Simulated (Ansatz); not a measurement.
Crystal: NiO.

```
Ni O
1.0
     0.00000    2.28355    2.28355
     2.28355    0.00000    2.28355
     2.28355    2.28355    0.00000
Ni O
1 1
Direct
  0.00000 0.00000 0.00000
  0.25000 0.25000 0.25000
```

Measurements of this composition are mostly on another form, of space group No. 225.

| Item | Value |
| --- | --- |
| Program | Ansatz 0.2.0 |
| Task | relaxation of cell and atoms |
| Functional | HSE03 |
| Potentials or basis | Ansatz PAW |
| Cutoff | 420 eV (not typed: the program's choice for these potentials) |
| k mesh | 5 × 5 × 5 |
| Occupations | fermi-dirac, width 0.05 eV |
| Spin | collinear spin, ferromagnetic start |
| Starting moments | [1.0, 0.0] μB |

At the start: volume 11.91 Å³/atom.

**Question.** Where does the relaxation end?

**Answer.** It ends after 8 steps and the volume is 11.00 Å³/atom (-7.6 %); space group F-43m (No. 216, to 0.05 Å); moment 2.00 μB per cell.

The path:
| step | energy change (eV) | largest force (eV/Å) | volume (Å³) |
| --- | --- | --- | --- |
| 1 | 0.0000 | 0.0000 | 23.82 |
| 2 | -0.0541 | 0.0000 | 22.89 |
| 3 | -0.0742 | 0.0000 | 21.92 |
| 4 | -0.0740 | 0.0000 | 22.04 |
| 5 | -0.0740 | 0.0000 | 22.04 |
| 6 | -0.0681 | 0.0000 | 22.04 |
| 7 | -0.0683 | 0.0000 | 22.01 |
| 8 | -0.0683 | 0.0000 | 22.01 |

Final structure:
```cif
data_structure
_symmetry_space_group_name_H-M 'P 1'
_symmetry_Int_Tables_number 1
_cell_length_a 3.1455
_cell_length_b 3.1455
_cell_length_c 3.1455
_cell_angle_alpha 60.000
_cell_angle_beta 60.000
_cell_angle_gamma 60.000
_cell_volume 22.01
loop_
_atom_site_label
_atom_site_type_symbol
_atom_site_fract_x
_atom_site_fract_y
_atom_site_fract_z
_atom_site_occupancy
Ni1 Ni 0.00000 0.00000 0.00000 1
O1 O 0.25000 0.25000 0.25000 1
```

Caveat: the k mesh is coarse (spacing up to 0.48 Å⁻¹), so the values aren't converged, least of all with exact exchange; the magnetic or orbital state may not be the lowest; the plane-wave basis is chosen anew once the cell has moved, so the energies of steps on either side of that aren't comparable; the pressure holds a Pulay correction of +0.7 GPa for the finite cutoff; a cell with one magnetic atom can't hold antiferromagnetic order, which such compounds often take; the PAW data sets come from PBE, with cores solved anew for the run's functional, which leaves a small shift of forces and pressure.
